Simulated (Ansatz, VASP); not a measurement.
# Two plane-wave programs on MoS2

File INCAR:

```
SYSTEM = MoS2
PREC     = Accurate       ! precision mode
ENCUT    = 520            ! plane-wave cutoff, eV
EDIFF    = 1E-6           ! SCF threshold, eV
ISMEAR   = -1             ! smearing method
SIGMA    = 0.15           ! smearing width, eV
LREAL    = .False.        ! projectors in reciprocal space
LASPH    = .True.         ! aspherical terms in the spheres
NELM     = 100            ! most SCF steps
ALGO     = Normal         ! electronic algorithm
ISIF     = 2              ! what is computed and relaxed
LWAVE    = .False.        ! write WAVECAR
LCHARG   = .False.        ! write CHGCAR
GGA      = CA             ! functional
NBANDS   = 20             ! bands
```

KPOINTS

```
Automatic mesh
0
Gamma
  11 11 11
  0 0 0
```

POSCAR

```
MoS2
1.0
    1.5394691767      0.8888125292      5.9922376182
   -1.5394691767      0.8888125292      5.9922376182
    0.0000000000     -1.7776260327      5.9922376182
Mo S
1 2
Direct
    0.0000000000      0.0000000000      0.0000000000
    0.2500000000      0.2500000000      0.2500000000
    0.4170000000      0.4170000000      0.4170000000
```

Input for Ansatz:

```yaml
crystal:
  lattice:
    - [1.5394691766959798, 0.888812529165424, 5.992237618152073]
    - [-1.5394691766959798, 0.888812529165424, 5.992237618152073]
    - [0.0, -1.777626032678428, 5.992237618152073]
  atoms:
    - { symbol: Mo, position: [0.0, 0.0, 0.0] }
    - { symbol: S, position: [0.25, 0.25, 0.25] }
    - { symbol: S, position: [0.417, 0.417, 0.417] }
basis:
  ecutwfc: 450.0
kpoints:
  mp_grid:
    grid: [11, 11, 11]
hamiltonian:
  xc: lda
scf:
  occupations:
    method: fermi_dirac
    width: 0.15
output:
  stress: true
```

Measurements of this composition are mostly on another form, of space group No. 194.

Alike in both runs: task single point; functional LDA; k mesh 11 × 11 × 11; occupations fermi-dirac, width 0.15 eV; no spin polarisation.

|  | VASP | Ansatz |
| --- | --- | --- |
| version | VASP 6.6.1 | Ansatz 0.2.0 |
| potentials or method | VASP PAW LDA potentials, release 64 (Mo_sv, S) | plane waves, PAW |
| plane-wave cutoff (eV) | 520 | 450 |
| valence electrons in the cell | 26 | 26 |

VASP gave:

```
pressure (GPa)                                  : 11.8
largest component of the traceless stress (GPa) : 2.63
```

Problem. What did Ansatz give for the same quantities?

Solution. Pressure (GPa): 11.7; largest component of the traceless stress (GPa): 2.67.

Caveats: an odd mesh through Γ misses points on the zone boundary, where band edges often lie; forces of over 1 eV/Å show positions far from the minimum, so gaps and moduli don't describe the material at rest. LDA gaps usually lie below the measured ones, often by a third to a half.
